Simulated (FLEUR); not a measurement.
# SnSe (Fm-3m) in FLEUR: further runs, part 2 of 2

FLEUR MaX-R8.1 (later development tree). The steps go on from the part before.

**3. Equation of state, SCAN, 25.63 Å³/atom (volume scaled by 0.94)**

Changes to inp.xml since step 2:

```diff
@@ -27,3 +27,3 @@
       <xi:include xmlns:xi="http://www.w3.org/2001/XInclude" href="sym.xml"> </xi:include>
-      <bulkLattice scale="1.0">
+      <bulkLattice scale="0.9795861087">
          <bravaisMatrix>
@@ -37,3 +37,3 @@
       <species name="Tin (Sn)" element="Sn" atomicNumber="50">
-         <mtSphere radius="2.66" gridPoints="879" logIncrement="0.015"/>
+         <mtSphere radius="2.63" gridPoints="879" logIncrement="0.015"/>
          <atomicCutoffs lmax="10" lnonsphr="10"/>
@@ -53,3 +53,3 @@
       <species name="Selenium (Se)" element="Se" atomicNumber="34">
-         <mtSphere radius="2.56" gridPoints="847" logIncrement="0.015"/>
+         <mtSphere radius="2.48" gridPoints="847" logIncrement="0.015"/>
          <atomicCutoffs lmax="10" lnonsphr="10"/>
```

Potentials or basis: all-electron, FLAPW.

Launch:

```console
$ inpgen -f crystal.txt -profile fastHighL
$ # inp.xml edited to the form shown
$ fleur_MPI
```

The program printed:

```text
Welcome to FLEUR        (www.flapw.de)
      MaX-Release 8.1          (www.max-centre.eu)
 func_ids         267         263         267         263
 MetaGGA potential functional detected - V_tau will be computed
 Auxiliary Potential for radial basis: exchange=         117  correlation=         130
The functional 'SCAN exchange of Sun, Ruzsinszky, and Perdew' is an exchange functional, it belongs to the 'MGGA' family and is defined in the reference(s):
[1] J. Sun, A. Ruzsinszky, and J. P. Perdew.,  Phys. Rev. Lett. 115, 036402 (2015)
The functional 'SCAN correlation of Sun, Ruzsinszky, and Perdew' is a correlation functional, it belongs to the 'MGGA' family and is defined in the reference(s):
[1] J. Sun, A. Ruzsinszky, and J. P. Perdew.,  Phys. Rev. Lett. 115, 036402 (2015)
 Using same functional for VXC and EXC

 ========== k-point set info ==========
 Selected k-point list: default-1
 k-point list type: mesh
 8 x 8 x 8
 Number of k points: 29

 ------------Calculation Setup---------------------------
 Number of MPI-tasks      :            1
 Number of PE/node        :            1
 Number of OMP-threads    :            1
 Most efficient MPI parallelization for:
           1          29
 Additional eigenvalue parallelization possible
 Number of basis functions:          485
 Approximate size of matrices (H+S) per k-point:         0.004 GB
 --------------------------------------------------------
The functional 'Hammer, Hansen, and Norskov' is an exchange functional, it belongs to the 'GGA' family and is defined in the reference(s):
[1] B. Hammer, L. B. Hansen, and J. K. Nørskov.,  Phys. Rev. B 59, 7413 (1999)
The functional 'Perdew, Burke & Ernzerhof' is a correlation functional, it belongs to the 'GGA' family and is defined in the reference(s):
[1] J. P. Perdew, K. Burke, and M. Ernzerhof.,  Phys. Rev. Lett. 77, 3865 (1996)
[2] J. P. Perdew, K. Burke, and M. Ernzerhof.,  Phys. Rev. Lett. 78, 1396 (1997)
 Using same functional for VXC and EXC
 Using auxiliary GGA potential for the first iteration of MetaGGA calculation.
 Reset of history
 Reset of history
 Iteration:     1   Distance:      23.49985949 me/bohr^3
The functional 'Hammer, Hansen, and Norskov' is an exchange functional, it belongs to the 'GGA' family and is defined in the reference(s):
[1] B. Hammer, L. B. Hansen, and J. K. Nørskov.,  Phys. Rev. B 59, 7413 (1999)
The functional 'Perdew, Burke & Ernzerhof' is a correlation functional, it belongs to the 'GGA' family and is defined in the reference(s):
[1] J. P. Perdew, K. Burke, and M. Ernzerhof.,  Phys. Rev. Lett. 77, 3865 (1996)
[2] J. P. Perdew, K. Burke, and M. Ernzerhof.,  Phys. Rev. Lett. 78, 1396 (1997)
 Using same functional for VXC and EXC
 Iteration:     2   Distance:      22.26727498 me/bohr^3
The functional 'Hammer, Hansen, and Norskov' is an exchange functional, it belongs to the 'GGA' family and is defined in the reference(s):
[1] B. Hammer, L. B. Hansen, and J. K. Nørskov.,  Phys. Rev. B 59, 7413 (1999)
The functional 'Perdew, Burke & Ernzerhof' is a correlation functional, it belongs to the 'GGA' family and is defined in the reference(s):
[1] J. P. Perdew, K. Burke, and M. Ernzerhof.,  Phys. Rev. Lett. 77, 3865 (1996)
[2] J. P. Perdew, K. Burke, and M. Ernzerhof.,  Phys. Rev. Lett. 78, 1396 (1997)
 Using same functional for VXC and EXC
 Iteration:     3   Distance:      21.08647209 me/bohr^3
The functional 'Hammer, Hansen, and Norskov' is an exchange functional, it belongs to the 'GGA' family and is defined in the reference(s):
[1] B. Hammer, L. B. Hansen, and J. K. Nørskov.,  Phys. Rev. B 59, 7413 (1999)
[... 75 lines left out ...]
The functional 'Hammer, Hansen, and Norskov' is an exchange functional, it belongs to the 'GGA' family and is defined in the reference(s):
[1] B. Hammer, L. B. Hansen, and J. K. Nørskov.,  Phys. Rev. B 59, 7413 (1999)
The functional 'Perdew, Burke & Ernzerhof' is a correlation functional, it belongs to the 'GGA' family and is defined in the reference(s):
[1] J. P. Perdew, K. Burke, and M. Ernzerhof.,  Phys. Rev. Lett. 77, 3865 (1996)
[2] J. P. Perdew, K. Burke, and M. Ernzerhof.,  Phys. Rev. Lett. 78, 1396 (1997)
 Using same functional for VXC and EXC
 Iteration:    15   Distance:       0.00037201 me/bohr^3
The functional 'Hammer, Hansen, and Norskov' is an exchange functional, it belongs to the 'GGA' family and is defined in the reference(s):
[1] B. Hammer, L. B. Hansen, and J. K. Nørskov.,  Phys. Rev. B 59, 7413 (1999)
The functional 'Perdew, Burke & Ernzerhof' is a correlation functional, it belongs to the 'GGA' family and is defined in the reference(s):
[1] J. P. Perdew, K. Burke, and M. Ernzerhof.,  Phys. Rev. Lett. 77, 3865 (1996)
[2] J. P. Perdew, K. Burke, and M. Ernzerhof.,  Phys. Rev. Lett. 78, 1396 (1997)
 Using same functional for VXC and EXC
 Iteration:    16   Distance:       0.00009931 me/bohr^3

 ********************************************************************
 Run finished successfully
 Stop message:
   all done
 ********************************************************************
```

Wall time 58 s (1 thread of AMD EPYC 7R43 (Zen 3), shared host); peak memory 0.09 GiB.

Results:

```yaml
Free_energy: -234298.1170 eV
Band_gap_on_the_k_mesh: 0.72 eV, indirect (least direct gap 0.73 eV)
Valence_electrons_inside_the_program's_atomic_spheres: Sn 20.08; Se 14.73 (radii Sn 2.63, Se 2.48 bohr)
```

Caveat: the meta-GGA is that of a development version, with a GGA for the radial functions and cores and without core tails; spin-orbit coupling is left out, which moves the levels of the heavy elements.

**4. Equation of state, SCAN, 26.18 Å³/atom (volume scaled by 0.96)**

Changes to inp.xml since step 3:

```diff
@@ -27,3 +27,3 @@
       <xi:include xmlns:xi="http://www.w3.org/2001/XInclude" href="sym.xml"> </xi:include>
-      <bulkLattice scale="0.9795861087">
+      <bulkLattice scale="0.9864848297">
          <bravaisMatrix>
```

Launch:

```console
$ inpgen -f crystal.txt -profile fastHighL
$ # inp.xml edited to the form shown
$ fleur_MPI
```

Wall time 56 s (1 thread of AMD EPYC 7R43 (Zen 3), shared host); peak memory 0.09 GiB.

The run converged. Its results:

| Quantity | Value |
| --- | --- |
| Free energy | -234298.1364 eV |
| Band gap on the k mesh | 0.62 eV, direct |
| Valence electrons inside the program's atomic spheres | Sn 20.06; Se 14.71 (radii Sn 2.63, Se 2.48 bohr) |

Caveat: the meta-GGA is that of a development version, with a GGA for the radial functions and cores and without core tails; spin-orbit coupling is left out, which moves the levels of the heavy elements.

**5. Equation of state, SCAN, 27.27 Å³/atom**

Changes to inp.xml since step 4:

```diff
@@ -27,3 +27,3 @@
       <xi:include xmlns:xi="http://www.w3.org/2001/XInclude" href="sym.xml"> </xi:include>
-      <bulkLattice scale="0.9864848297">
+      <bulkLattice scale="1.0000000000">
          <bravaisMatrix>
```

Launch:

```console
$ inpgen -f crystal.txt -profile fastHighL
$ # inp.xml edited to the form shown
$ fleur_MPI
```

Run time: 64 s. Hardware: 1 thread of AMD EPYC 7R43 (Zen 3), shared host; peak memory 0.09 GiB.

It converged, with:

- Free energy: -234298.1492 eV
- Band gap on the k mesh: 0.44 eV, direct
- Valence electrons inside the program's atomic spheres: Sn 20.02; Se 14.69 (radii Sn 2.63, Se 2.48 bohr)

Caveat: the meta-GGA is that of a development version, with a GGA for the radial functions and cores and without core tails; spin-orbit coupling is left out, which moves the levels of the heavy elements.

**6. Equation of state, SCAN, 28.36 Å³/atom (volume scaled by 1.04)**

Changes to inp.xml since step 5:

```diff
@@ -27,3 +27,3 @@
       <xi:include xmlns:xi="http://www.w3.org/2001/XInclude" href="sym.xml"> </xi:include>
-      <bulkLattice scale="1.0000000000">
+      <bulkLattice scale="1.0131594038">
          <bravaisMatrix>
```

Potentials or basis: all-electron, FLAPW.

Launch:

```console
$ inpgen -f crystal.txt -profile fastHighL
$ # inp.xml edited to the form shown
$ fleur_MPI
```

Wall time 65 s (1 thread of AMD EPYC 7R43 (Zen 3), shared host); peak memory 0.09 GiB.

Results (log left out):

| Quantity | Value |
| --- | --- |
| Free energy | -234298.1335 eV |
| Band gap on the k mesh | 0.27 eV, direct |
| Valence electrons inside the program's atomic spheres | Sn 19.99; Se 14.66 (radii Sn 2.63, Se 2.48 bohr) |

Caveat: the meta-GGA is that of a development version, with a GGA for the radial functions and cores and without core tails; spin-orbit coupling is left out, which moves the levels of the heavy elements.

**7. Equation of state, SCAN, 28.91 Å³/atom (volume scaled by 1.06)**

Changes to inp.xml since step 6:

```diff
@@ -27,3 +27,3 @@
       <xi:include xmlns:xi="http://www.w3.org/2001/XInclude" href="sym.xml"> </xi:include>
-      <bulkLattice scale="1.0131594038">
+      <bulkLattice scale="1.0196128224">
          <bravaisMatrix>
```

Launch:

```console
$ inpgen -f crystal.txt -profile fastHighL
$ # inp.xml edited to the form shown
$ fleur_MPI
```

Run time: 64 s. Hardware: 1 thread of AMD EPYC 7R43 (Zen 3), shared host; peak memory 0.09 GiB.

It converged, with:

- Free energy: -234298.1165 eV
- Band gap on the k mesh: 0.20 eV, direct
- Valence electrons inside the program's atomic spheres: Sn 19.98; Se 14.65 (radii Sn 2.63, Se 2.48 bohr)

Caveat: the meta-GGA is that of a development version, with a GGA for the radial functions and cores and without core tails; spin-orbit coupling is left out, which moves the levels of the heavy elements.

**8. Equation of state, SCAN**

Potentials or basis: all-electron, FLAPW.

No new run: the results of the series are fitted here.

Results:

- Equilibrium volume: 27.18 Å³/atom
- Bulk modulus: 53 GPa

Energy against volume, from the lowest point:
| volume (Å³/atom) | energy (meV/atom) |
| --- | --- |
| 25.635 | 16.11 |
| 26.180 | 6.40 |
| 27.271 | 0.00 |
| 28.362 | 7.84 |
| 28.907 | 16.32 |

Caveat: the meta-GGA is that of a development version, with a GGA for the radial functions and cores and without core tails.
